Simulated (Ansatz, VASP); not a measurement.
# LiF in VASP and in Ansatz

Contents of INCAR:

```
SYSTEM = LiF
ALGO = Normal ; EDIFF = 1E-7
ENCUT = 520 ; GGA = PE
ISIF = 2 ; ISMEAR = 0
LASPH = .True. ; LCHARG = .True.
LELF = .True. ; LREAL = .False.
LVHAR = .True. ; LWAVE = .False.
NBANDS = 12 ; NELM = 80
PREC = Accurate ; SIGMA = 0.05
```

File KPOINTS:

```
k-points
0
Gamma
  10 10 10
  0 0 0
```

POSCAR

```
LiF
1.0
    0.0000000000      2.0140000000      2.0140000000
    2.0140000000      0.0000000000      2.0140000000
    2.0140000000      2.0140000000      0.0000000000
Li F
1 1
Direct
   -0.0087773930      0.0000000000      0.0000000000
    0.5000000000      0.5000000000      0.5000000000
```

Input for Ansatz:

```yaml
crystal:
  lattice:
    - [0.0, 2.014, 2.014]
    - [2.014, 0.0, 2.014]
    - [2.014, 2.014, 0.0]
  atoms:
    - { symbol: Li, position: [-0.008777393, 0.0, 0.0] }
    - { symbol: F, position: [0.5, 0.5, 0.5] }
basis:
  ecutwfc: 420
kpoints:
  mp_grid: { grid: [10, 10, 10] }
hamiltonian:
  xc: pbe
scf:
  occupations: { method: gaussian, width: 0.05 }
output:
  forces: true
  stress: true
  eigenvalues: true
```

Change from the starting cell: all Li atoms moved +0.025 Å, as atom 1 towards its neighbour atom 1 (Li) at 2.848 Å.

Alike in both runs: task single point; functional PBE; k mesh 10 × 10 × 10; occupations gaussian, width 0.05 eV; no spin polarisation.

|  | VASP | Ansatz |
| --- | --- | --- |
| version | VASP 6.6.1 | Ansatz 0.2.0 |
| potentials or method | VASP PAW PBE potentials, release 64 (Li_sv, F) | scalar-relativistic, plane waves, PAW |
| plane-wave cutoff (eV) | 520 | 420 |
| valence electrons in the cell | 10 | 10 |

```csv
,VASP,Ansatz,Ansatz less VASP
gap on the k mesh at the Fermi level (eV),9.09,9.09,+0.002
least direct gap on the mesh (eV),9.09,9.09,+0.002
rms of the force components (eV/Å),0.024,0.023,-0.0012
```

Atom by atom the forces differ by 0.001 eV/Å (rms over components). With one functional, cell and mesh, what is left measures potentials, basis and numerics.

 A k mesh can miss the band edges.
